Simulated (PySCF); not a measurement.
**The potential of point charges around `O=Cc1ccccc1`**

Species: `O=Cc1ccccc1`. Coordinates (GFN2-xTB, Å) and charges (e) from the PBE0/pcSseg-1 density (PySCF):

```tsv
atom	x	y	z	Mulliken	IAO	Hirshfeld	ESP-fitted
O1	2.839	-1.448	-0.145	-0.3573	-0.3968	-0.2249	-0.4334
C2	2.294	-0.380	-0.257	+0.3844	+0.2523	+0.1180	+0.3638
C3	0.855	-0.138	-0.097	-0.3970	-0.0655	-0.0202	+0.0477
C4	0.330	1.144	-0.252	+0.0081	-0.1363	-0.0366	-0.2597
C5	-1.026	1.359	-0.100	-0.0801	-0.1512	-0.0449	-0.0836
C6	-1.866	0.300	0.208	-0.0602	-0.1306	-0.0316	-0.1447
C7	-1.352	-0.978	0.364	-0.0719	-0.1481	-0.0411	-0.1458
C8	0.002	-1.199	0.213	+0.0488	-0.1212	-0.0307	-0.0888
H9	2.874	0.534	-0.502	+0.0606	+0.0941	+0.0393	+0.0169
H10	0.992	1.965	-0.492	+0.0830	+0.1543	+0.0531	+0.1639
H11	-1.433	2.352	-0.220	+0.0969	+0.1580	+0.0543	+0.1377
H12	-2.926	0.473	0.327	+0.0983	+0.1592	+0.0563	+0.1482
H13	-2.012	-1.799	0.603	+0.0993	+0.1591	+0.0556	+0.1444
H14	0.428	-2.185	0.329	+0.0871	+0.1727	+0.0534	+0.1331
```

Points outside the species (Å): A (5.4, -4.5, -1.3); B (1.9, -4.0, 3.2); C (6.7, 5.9, 2.6); D (-1.6, 1.3, 4.0).

Problem. Find the potential V = 14.3996 V·Å × Σ q/r of each set of charges at these points.

Solution. In volts:

```
point  nearest atom  distance (Å)  Mulliken     IAO  Hirshfeld  ESP-fitted
    A            O1          4.15    -0.331  -0.389     -0.249      -0.375
    B           H14          3.70    -0.214  -0.226     -0.149      -0.195
    C            H9          7.28    +0.016  +0.026     +0.006      +0.019
    D            C6          3.93    +0.014  -0.039     +0.056      -0.021
```

Problem. How far are the other sets from the ESP-fitted one at these points?

Solution. Root-mean-square difference: IAO 0.020 V, Mulliken 0.029 V, Hirshfeld 0.078 V. The ESP scheme is a least-squares fit of atom-centred charges to the potential on four shells outside the van der Waals surface, with the total charge fixed.

Problem. What energy would a point charge of -2 e have at A in the field of the ESP charges, leaving out polarisation?

Solution. +0.749 eV = +72.3 kJ/mol, a repulsion.

One conformer (not necessarily the lowest) at the GFN2-xTB geometry, without solvent, vibrations or thermal averaging.

Conformer computed: `[O:1]=[CH:2][c:3]1[cH:4][cH:5][cH:6][cH:7][cH:8]1`: O1–C2–C3–C4 180°.
